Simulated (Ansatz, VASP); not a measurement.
# SiO2 (Cristobalite): VASP beside Ansatz

Contents of INCAR:

```
SYSTEM = SiO2
ALGO = Normal
EDIFF = 1E-7
ENCUT = 520
GGA = PE
ISIF = 2
ISMEAR = -1
LASPH = .True.
LCHARG = .False.
LREAL = .False.
LWAVE = .False.
NBANDS = 44
NELM = 80
PREC = Accurate
SIGMA = 0.05
```

KPOINTS

```
k-points
0
Gamma
  6 6 4
  0 0 0
```

Contents of POSCAR:

```
SiO2
1.0
    4.9146674217      0.0000000000      0.0000000000
    0.0000000000      4.9146674217      0.0000000000
    0.0000000000      0.0000000000      6.8688938694
Si O
4 8
Direct
    0.7989700000      0.2010300000      0.7500000000
    0.7010300000      0.7010300000      0.5000000000
    0.2010300000      0.7989700000      0.2500000000
    0.2989700000      0.2989700000      0.0000000000
    0.1034700000      0.2398900000      0.8218700000
    0.2601100000      0.6034700000      0.0718700000
    0.8965300000      0.7601100000      0.3218700000
    0.7398900000      0.3965300000      0.5718700000
    0.6034700000      0.2601100000      0.9281300000
    0.7601100000      0.8965300000      0.6781300000
    0.3965300000      0.7398900000      0.4281300000
    0.2398900000      0.1034700000      0.1781300000
```

Contents of input.yaml:

```yaml
crystal:
  lattice:
    - [4.9146674217, 0.0, 0.0]
    - [0.0, 4.9146674217, 0.0]
    - [0.0, 0.0, 6.8688938694]
  atoms:
    - { symbol: Si, position: [0.79897, 0.20103, 0.75] }
    - { symbol: Si, position: [0.70103, 0.70103, 0.5] }
    - { symbol: Si, position: [0.20103, 0.79897, 0.25] }
    - { symbol: Si, position: [0.29897, 0.29897, 0.0] }
    - { symbol: O, position: [0.10347, 0.23989, 0.82187] }
    - { symbol: O, position: [0.26011, 0.60347, 0.07187] }
    - { symbol: O, position: [0.89653, 0.76011, 0.32187] }
    - { symbol: O, position: [0.73989, 0.39653, 0.57187] }
    - { symbol: O, position: [0.60347, 0.26011, 0.92813] }
    - { symbol: O, position: [0.76011, 0.89653, 0.67813] }
    - { symbol: O, position: [0.39653, 0.73989, 0.42813] }
    - { symbol: O, position: [0.23989, 0.10347, 0.17813] }
hamiltonian:
  xc: pbe
  pseudopotentials: { kind: paw }
kpoints:
  mp_grid: { grid: [6, 6, 4] }
scf:
  occupations: { method: fermi_dirac, width: 0.05 }
output:
  forces: true
  stress: true
  eigenvalues: true
```

Change from the starting cell: volume scaled by 0.96.

Alike in both runs: task single point; functional PBE; k mesh 6 × 6 × 4; occupations fermi-dirac, width 0.05 eV; no spin polarisation.

|  | VASP | Ansatz |
| --- | --- | --- |
| version | VASP 6.6.1 | Ansatz 0.2.0 |
| potentials or method | VASP PAW PBE potentials, release 64 (Si, O) | Ansatz PAW |
| plane-wave cutoff (eV) | 520 | 420 |
| valence electrons in the cell | 64 | 64 |

Ansatz gave:

```
gap on the k mesh at the Fermi level (eV)       : 5.97
least direct gap on the mesh (eV)               : 5.97
pressure (GPa)                                  : 14.4
largest component of the traceless stress (GPa) : 0.56
rms of the force components (eV/Å)              : 0.413
```

Problem. Which values does VASP return?

Solution. gap on the k mesh at the Fermi level (eV): 5.97; least direct gap on the mesh (eV): 5.97; pressure (GPa): 14.6; largest component of the traceless stress (GPa): 0.53; rms of the force components (eV/Å): 0.413.

Atom by atom the forces differ by 0.010 eV/Å (rms over components).

Caveats: the pressure holds a Pulay correction of +0.6 GPa for the finite cutoff (Ansatz). A k mesh can miss the band edges.
